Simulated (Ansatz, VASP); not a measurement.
**Al3Cu: VASP beside Ansatz**

```
Al Cu
1.0
     3.92415    0.00000    0.00000
     0.00000    3.92415    0.00000
     0.00000    0.00000    3.92415
Al Cu
3 1
Direct
  0.00000 0.50000 0.50000
  0.50000 0.00000 0.50000
  0.50000 0.50000 0.00000
  0.00000 0.00000 0.00000
```

The cell comes from a database or a generator and needn't be the stable form of this composition.

Alike in both runs: task single point; functional PBEsol; k mesh 7 × 7 × 7; occupations fermi-dirac, width 0.05 eV; no spin polarisation.

|  | VASP | Ansatz |
| --- | --- | --- |
| version | VASP 6.6.1 | Ansatz 0.2.0 |
| potentials or method | VASP PAW PBE potentials, release 64 (Al, Cu) | plane waves, PAW |
| plane-wave cutoff (eV) | 520 | 420 |
| valence electrons in the cell | 20 | 28 |

VASP gave:

| Quantity | Value |
| --- | --- |
| pressure (GPa) | -2.3 |

Problem. Which values does Ansatz return?

Solution. Pressure (GPa): -2.5.

With one functional, cell and mesh, what is left measures potentials, basis and numerics. The two sets of potentials don't hold the same shells in valence.

Caveats: the PAW data sets were made with another functional, which shifts forces and pressure a little (VASP).
